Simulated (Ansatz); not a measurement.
# MoS2 (R3m) in Ansatz: reference runs

Aim: a first look at MoS2 with PBEsol, on the cell as given and on a disturbed one.

All numbers are computed with Ansatz 0.2.0; they aren't measurements. Logs are shortened: lines on timing, memory, paths and dates and some standing lists are left out, and cuts for length are marked.

**1. Starting point**

The structure is trigonal, space group R3m (No. 160). The conventional cell has a = 3.160 Å, b = 3.160 Å, c = 18.450 Å, α = 90.00°, β = 90.00°, γ = 120.00°. Around Mo (site symmetry 3m) lie 6 S at 2.39 Å. S (site symmetry 3m) has 3 Mo at 2.39 Å as nearest neighbours. S (site symmetry 3m) is surrounded by 3 Mo at 2.39 Å.

Measurements of this composition are mostly on another form, of space group No. 194.

**2. Single point, PBEsol**

File input.yaml:

```yaml
crystal:
  lattice:
    - [1.58, 0.9122134253, 6.15]
    - [-1.58, 0.9122134253, 6.15]
    - [0.0, -1.8244268506, 6.15]
  atoms:
    - { symbol: Mo, position: [0.0, 0.0, 0.0] }
    - { symbol: S, position: [0.417, 0.417, 0.417] }
    - { symbol: S, position: [0.25, 0.25, 0.25] }
kpoints:
  mp_grid: { grid: [10, 10, 10] }
scf:
  occupations: { method: fermi_dirac, width: 0.05 }
hamiltonian:
  xc: pbesol
  pseudopotentials: { kind: all_electron, lapw: { basis_error: 0.001 } }
output:
  forces: true
  stress: true
  eigenvalues: true
  populations: true
```

Potentials or basis: all-electron LAPW, scalar-relativistic.

The run is started by

```bash
$ ansatz run input.yaml --threads 2 --pin off --max-ram 8192MiB --backend cpu --events-out ev --progress --plain --runs-dir out
```

The log of the run:

```text
Warning: RAYON_NUM_THREADS=2 ignored (pool sized by the plan → 2); use --threads N
Mo: projections on atomic orbitals take those of the free atom 1s2 2s2 2p6 3s2 3p6 3d10 4s2 4p6 4d5 5s1, of charge +0.00 (hamiltonian.pseudopotentials.projection_atoms)
S: projections on atomic orbitals take those of the free atom 1s2 2s2 2p6 3s2 3p4, of charge +0.00 (hamiltonian.pseudopotentials.projection_atoms)
LAPW: plane waves up to 8.367 Å⁻¹, error target 1.0e-3 eV per atom; small_component_spin mean_spin; S in spheres of 1.060 Å, 14 of its electrons in bands, Dirac shells []; Mo in spheres of 1.326 Å, 30 of its electrons in bands, Dirac shells [] (how accurate: hamiltonian.pseudopotentials.lapw.basis_error, Limitations)
Engine: ansatz 0.2.0, x86_64-unknown-linux-gnu
Pseudopotentials: kind: all_electron
Pseudopotential: Mo, LAPW, valence charge 30, lapw/all_electron/scalar/gaussian/Mo, Koelling and Harmon's equation, gaussian nucleus
Pseudopotential: S, LAPW, valence charge 14, lapw/all_electron/scalar/gaussian/S, Koelling and Harmon's equation, gaussian nucleus
Functional definition: PBEsol
  exchange = pbesol_x
  correlation = pbesol_c
Crystal: 3 atoms, lattice volume = 53.184 Å³
Basis set: ecut = 266.7184234674739 eV, 527 PW (Γ), FFT grids on a1−a3, a2−a3, a3, exchange–correlation at level 2
Bands: 35, of which v1, the nominal top of the filled ones, is band 29 counted from 1 (28 counted from 0)
Symmetry: 6 space group operations
Space group: R3m (ITA 160), of the structure as read, at distance tolerance 3.8e-5 Å
k-points: 116 of 1000 (time reversal used)
Non-local potential: Mo, projectors of the file, none
Non-local potential: S, projectors of the file, none
Initial density: superposition of atomic densities (chi_scale 0.1, normalization cell, long waves kept (reshape's long-wave potential 0.16 eV rms))
Initial wavefunctions: plane waves of lowest kinetic energy (no species holds an atomic orbital)
Functional: x = pbesol(κ = 0.804, μ = 0.12345679012345678), c = pbesol(β = 0.046)
iter 1 solved again at ethr=4.90e-3 eV; its pass at ethr=1.00e-1 eV (dr2=2.84e0 eV) is discarded
SCF iter   1: F=—  HF=-131814.622965 eV  |F-HF|=—  |Δ(HF+E_count)|=         —  Δρ=6.35e-2  dr2=2.85e0  ethr=4.90e-3  ⟨swp⟩=2.0  Hψ=26956  notcnv=0
preconditioner: auto → Resta (q_TF=auto, 2.768 Å⁻¹)  ε∞=5.3  [insulator: Δε(μ)=0.874 eV  Ē_g=10.436 eV  σ=0.050 eV  W_gap=1.00  n_scr=22 (ndim 8)  ℏωp=21.6 eV  f_vac=0.099  D(μ)=0.00/eV (n_scr^D=0)  ε∞_Penn≈5.3]
SCF iter   2: F=—  HF=-131813.859035 eV  |F-HF|=—  |Δ(HF+E_count)|=   7.64e-1  Δρ=3.74e-2  dr2=2.86e0  ethr=4.90e-3  ⟨swp⟩=3.0  Hψ=12282  notcnv=0
iter 3 solved again at ethr=4.22e-4 eV; its pass at ethr=4.90e-3 eV (dr2=2.44e-1 eV) is discarded
SCF iter   3: F=—  HF=-131813.329830 eV  |F-HF|=—  |Δ(HF+E_count)|=   5.29e-1  Δρ=1.82e-2  dr2=2.44e-1  ethr=4.22e-4  ⟨swp⟩=2.0  Hψ=19063  notcnv=0
SCF iter   4: F=—  HF=-131813.260143 eV  |F-HF|=—  |Δ(HF+E_count)|=         —  Δρ=3.99e-3  dr2=2.74e-2  ethr=4.21e-4  ⟨swp⟩=3.0  Hψ=11703  notcnv=0
the basis was enlarged: its passes take 2.5 MiB over the memory plan, 2 of 2 planned eigensolver slots
SCF iter   5: F=—  HF=-131813.255382 eV  |F-HF|=—  |Δ(HF+E_count)|=   4.76e-3  Δρ=2.57e-3  dr2=7.96e-3  ethr=4.73e-5  ⟨swp⟩=2.0  Hψ=12027  notcnv=0
SCF iter   6: F=—  HF=-131813.254004 eV  |F-HF|=—  |Δ(HF+E_count)|=   1.38e-3  Δρ=1.02e-3  dr2=1.11e-3  ethr=1.37e-5  ⟨swp⟩=2.0  Hψ=11368  notcnv=0
SCF iter   7: F=—  HF=-131813.253833 eV  |F-HF|=—  |Δ(HF+E_count)|=   1.71e-4  Δρ=1.11e-4  dr2=1.93e-5  ethr=1.91e-6  ⟨swp⟩=2.0  Hψ=11368  notcnv=0
SCF iter   8: F=—  HF=-131813.253847 eV  |F-HF|=—  |Δ(HF+E_count)|=   1.35e-5  Δρ=8.08e-5  dr2=9.61e-6  ethr=3.32e-8  ⟨swp⟩=3.0  Hψ=12001  notcnv=0
SCF iter   9: F=—  HF=-131813.253847 eV  |F-HF|=—  |Δ(HF+E_count)|=   1.06e-7  Δρ=2.11e-5  dr2=4.62e-7  ethr=1.66e-8  ⟨swp⟩=2.7  Hψ=11500  notcnv=0
SCF iter  10: F=-131813.253847 eV  HF=-131813.253847 eV  |F-HF|=6.75e-9  |Δ(HF+E_count)|=   2.87e-7  Δρ=5.86e-6  dr2=2.07e-8  ethr=7.97e-10  ⟨swp⟩=3.0  Hψ=12060  notcnv=0
SCF 1 converged in 10 iterations: F = -131813.253847 eV  dr2 = 2.07e-8
SCF converged after 10 iterations
Free energy (F): -131813.253847 eV
Harris-Foulkes:  -131813.253847 eV  (|F-HF|=6.75e-9)
Internal energy: -131813.253846 eV  (E = F + TS)
E sigma→0 (E₀):  -131813.253846 eV
Entropy (-TS):   -0.000001 eV (-0.000 meV/atom)
Fermi energy:    12.742905 eV
--- Per-component energies (eV) ---
  E_band       = -6795.934201
  E_kinetic    = 135891.884269
  E_xc         = -4673.446455
  E_electrostatic = -263031.691660  (all electrons and nuclei)
  E_smearing   = -0.000001  (= −TS)
  E_closure    = 0.000000  (closes the sum)
  E_atoms      = -131789.879735  (free atoms, spherical and without spin; not in F)
  Σ components = -131813.253847   (vs F -131813.253847, Δ=0.00e0)
  Basis errors (estimates in eV, not in F): energy 5.0e-4 per atom: plane waves 4.5e-4 (2.6e-4 summed), levels above the bands 3.4e-62, relativity 9.9e-9, radial functions 4.8e-5, core shells 3.8e-7; eigenvalues (radial functions only) 2.4e-6; not estimated: angular momenta, meshes, grids; target (lapw.basis_error) 1.0e-3; muffin-tin radii S 1.060 Å, Mo 1.326 Å
--- Forces (eV/Å), atoms counted from 1 ---
  atom   1  Mo     0.00000000    -0.00000000     0.08583277
  atom   2  S      0.00000000    -0.00000000     0.17402560
  atom   3  S     -0.00000000     0.00000000    -0.25988830
  max |Σ_I F_I| component: 2.99e-5 eV/Å
--- Stress (GPa, compression-positive) ---
       -0.627735       0.000000       0.000000
        0.000000      -0.627735       0.000000
        0.000000       0.000000       2.334831
  P = ⅓ Tr σ = 0.3598 GPa (3.598 kbar)
--- Band table (eV; the first three rows and the last of 116) ---
  k-point 0: bands = ["-363.7583", "-363.7384", "-363.7384", "-205.9207", "-205.9207", "-205.9084", "-205.8987", "-205.8987", "-193.2658", "-193.2593", "-138.3392", "-138.3392", "-138.3332", "-138.3332", "-138.2890", "-138.2809", "-49.1467", "-23.3428", "-23.1034", "-23.1034", "-2.7958", "-1.0503", "5.2689", "8.8414", "8.8414", "9.9856", "9.9856", "11.0706", "11.1327", "14.3498", "14.3498", "14.7906", "14.7906", "17.7069", "20.2951"]
  k-point 1: bands = ["-363.7583", "-363.7384", "-363.7384", "-205.9207", "-205.9207", "-205.9084", "-205.8987", "-205.8987", "-193.2658", "-193.2593", "-138.3392", "-138.3392", "-138.3332", "-138.3332", "-138.2890", "-138.2809", "-49.1427", "-23.3348", "-23.1439", "-23.1125", "-2.6388", "-1.0034", "5.4491", "8.5176", "9.0045", "9.4627", "9.7458", "11.0511", "11.3250", "14.2445", "14.3163", "14.5724", "14.6613", "18.4079", "20.7058"]
  k-point 2: bands = ["-363.7583", "-363.7384", "-363.7384", "-205.9207", "-205.9207", "-205.9084", "-205.8987", "-205.8987", "-193.2658", "-193.2593", "-138.3392", "-138.3392", "-138.3332", "-138.3332", "-138.2890", "-138.2809", "-49.1322", "-23.3138", "-23.2487", "-23.1364", "-2.2018", "-0.8725", "5.8704", "7.8522", "8.5709", "9.2271", "9.4495", "10.8767", "11.0592", "13.6232", "14.2676", "14.5795", "15.1363", "19.5308", "20.8107"]
  k-point 115: bands = ["-363.7583", "-363.7384", "-363.7384", "-205.9207", "-205.9207", "-205.9084", "-205.8987", "-205.8987", "-193.2658", "-193.2593", "-138.3392", "-138.3392", "-138.3332", "-138.3332", "-138.2890", "-138.2809", "-49.1467", "-23.3429", "-23.1034", "-23.1034", "-2.5469", "-1.4764", "6.2672", "8.7897", "8.8274", "8.8274", "10.0127", "10.0127", "12.3401", "14.4466", "14.4466", "14.6551", "14.6551", "17.7950", "20.7739"]
--- Löwdin populations: 3 sites ---
  site symbol       q [e]
     0     Mo     41.6956
     1      S     16.0535
     2      S     16.0487
  spilling = 0.002733 (of n_electrons = 74.000000)
```

Run time: 50 s. Hardware: 2 threads of AMD EPYC 7R43 (Zen 3), shared host; peak memory 0.59 GiB.

What came out:

* Free energy: -131813.2538 eV
* Pressure: 0.4 GPa
* Largest force: 0.260 eV/Å
* Band gap on the k mesh: 0.91 eV, indirect (least direct gap 1.96 eV)

Forces in eV/Å, atoms in the order of the input:
```
Mo   0.000  0.000  0.086
S    0.000  0.000  0.174
S    0.000  0.000 -0.260
```

**3. Single point, PBEsol (atoms moved at random, drawn with an rms of 0.05 Å)**

Edit input.yaml of step 2 so:

```diff
@@ -6,5 +6,5 @@
   atoms:
-    - { symbol: Mo, position: [0.0, 0.0, 0.0] }
-    - { symbol: S, position: [0.417, 0.417, 0.417] }
-    - { symbol: S, position: [0.25, 0.25, 0.25] }
+    - { symbol: Mo, position: [0.001086, -0.005346, 0.002286] }
+    - { symbol: S, position: [0.393819, 0.431755, 0.433589] }
+    - { symbol: S, position: [0.241998, 0.243943, 0.260312] }
 kpoints:
```

Potentials or basis: all-electron LAPW, scalar-relativistic.

The run is started by

```bash
$ ansatz run input.yaml --threads 2 --pin off --max-ram 8192MiB --backend cpu --events-out ev --progress --plain --runs-dir out
```

The log of the run:

```text
Warning: RAYON_NUM_THREADS=2 ignored (pool sized by the plan → 2); use --threads N
Mo: projections on atomic orbitals take those of the free atom 1s2 2s2 2p6 3s2 3p6 3d10 4s2 4p6 4d5 5s1, of charge +0.00 (hamiltonian.pseudopotentials.projection_atoms)
S: projections on atomic orbitals take those of the free atom 1s2 2s2 2p6 3s2 3p4, of charge +0.00 (hamiltonian.pseudopotentials.projection_atoms)
LAPW: plane waves up to 8.409 Å⁻¹, error target 1.0e-3 eV per atom; small_component_spin mean_spin; S in spheres of 1.055 Å, 14 of its electrons in bands, Dirac shells []; Mo in spheres of 1.320 Å, 30 of its electrons in bands, Dirac shells [] (how accurate: hamiltonian.pseudopotentials.lapw.basis_error, Limitations)
[... 62 lines left out ...]
  k-point 1: bands = ["-363.7964", "-363.7763", "-363.7731", "-205.9598", "-205.9568", "-205.9464", "-205.9364", "-205.9333", "-193.2750", "-193.2568", "-138.3500", "-138.3477", "-138.3315", "-138.3299", "-138.3055", "-138.2804", "-49.1444", "-23.3272", "-23.1308", "-23.0903", "-2.5417", "-0.9791", "5.5169", "8.7373", "9.1882", "9.4886", "10.0665", "10.9303", "11.3446", "14.0543", "14.2241", "14.5866", "14.6813", "18.4577", "20.8002"]
  k-point 2: bands = ["-363.7964", "-363.7763", "-363.7731", "-205.9598", "-205.9568", "-205.9464", "-205.9364", "-205.9333", "-193.2750", "-193.2568", "-138.3500", "-138.3477", "-138.3315", "-138.3299", "-138.3055", "-138.2804", "-49.1340", "-23.3068", "-23.2329", "-23.1143", "-2.1037", "-0.8415", "5.9635", "8.0260", "8.6362", "9.4229", "9.7026", "10.7712", "11.0454", "13.4915", "14.1865", "14.6185", "15.0564", "19.4898", "20.8075"]
  k-point 503: bands = ["-363.7964", "-363.7763", "-363.7731", "-205.9598", "-205.9568", "-205.9464", "-205.9364", "-205.9333", "-193.2750", "-193.2568", "-138.3500", "-138.3477", "-138.3315", "-138.3299", "-138.3055", "-138.2804", "-49.1483", "-23.3351", "-23.0932", "-23.0792", "-2.4004", "-1.5133", "6.4246", "8.6334", "9.0003", "9.0935", "9.9828", "10.4211", "12.2543", "14.1593", "14.4299", "14.6536", "14.7132", "17.9147", "20.7679"]
--- Löwdin populations: 3 sites ---
  site symbol       q [e]
     0     Mo     41.6821
     1      S     16.0690
     2      S     16.0508
  spilling = 0.002677 (of n_electrons = 74.000000)
```

populations.tsv:

```text
# site	symbol	l	j	q
# orbitals = lowdin
# n_electrons = 74.000000
# spilling = 0.002677
# projection_atom_Mo: 1s2 2s2 2p6 3s2 3p6 3d10 4s2 4p6 4d5 5s1
# projection_atom_S: 1s2 2s2 2p6 3s2 3p4
0	Mo	0_1S	-	1.999997
0	Mo	0_2S	-	1.999897
0	Mo	0_3S	-	1.998141
0	Mo	0_4S	-	1.963128
0	Mo	0_5S	-	0.533826
0	Mo	1_2P	-	5.999999
0	Mo	1_3P	-	5.999967
0	Mo	1_4P	-	5.994783
0	Mo	2_3D	-	9.999974
0	Mo	2_4D	-	5.192411
1	S	0_1S	-	1.999917
1	S	0_2S	-	1.994489
1	S	0_3S	-	1.790285
1	S	1_2P	-	5.999344
1	S	1_3P	-	4.284999
2	S	0_1S	-	1.999909
2	S	0_2S	-	1.993924
2	S	0_3S	-	1.774053
2	S	1_2P	-	5.999279
2	S	1_3P	-	4.283608
```

Wall time 3.1 min (2 threads of AMD EPYC 7R43 (Zen 3), shared host); peak memory 1.6 GiB.

Results:

```yaml
Free_energy: -131813.2029 eV
Pressure: -3.0 GPa
Largest_force: 1.194 eV/Å
Band_gap_on_the_k_mesh: 0.85 eV, indirect (least direct gap 1.91 eV)
```

Forces in eV/Å, atoms in the order of the input:
```
Mo  -0.767 -0.504  0.764
S    0.605  0.250 -0.819
S    0.161  0.254  0.055
```

A k mesh can miss the band edges.
